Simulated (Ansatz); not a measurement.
## RbBr: what the electron mass says about interband coupling

Computed with DFT PBE, scalar-relativistic, plane waves, PAW in Ansatz.

Cutoff 420 eV; k points 6×6×6 on the computed 2-atom cell (Γ-centred); Gaussian smearing, width 0.02 eV; no spin polarisation.

Relaxed cell: Fm-3m, a = 7.017 Å, b = 7.017 Å, c = 7.017 Å, α = 90.00°, β = 90.00°, γ = 90.00°, 2 atoms in the primitive cell.

The direct gap at Γ is 4.191 eV, and at Γ the conduction band has a mass of 0.3860 mₑ and the lightest hole 0.6278 mₑ, both along x.

Problem. Use two-band k·p theory to get the Kane energy. As an exercise, what mass follows if the true gap is 1.5 times the computed one (semilocal functionals can miss by more, threefold or worse in zinc and cadmium oxides)?

Solution. Coupling to the valence top alone gives mₑ/m* = 1 + E_P/E_g, so E_P = E_g (mₑ/m* − 1) = 4.191 × (2.59 − 1) = 6.7 eV. The light hole is the mirror band, mₑ/mₗₕ = E_P/E_g − 1, and gives 10.9 eV; the spread shows what other bands add. Fits to experiment give about 15 to 31 eV for common tetrahedral semiconductors; the figure from the electron is a net one, lowered by higher conduction bands, and semilocal functionals tend to give less. With E_P fixed and E_g = 6.29 eV the mass becomes 0.485 mₑ: in this model the mass grows with the gap, in proportion where E_P ≫ E_g, which is why functionals that close gaps give light electrons. A correction that opens the gap also strengthens the coupling, so the true mass usually rises less. Remote bands and spin-orbit splitting are left out of the model.

Cost: 3 runs of about 0.23 core-minutes in all, on Arm Neoverse V2 (shared hosts).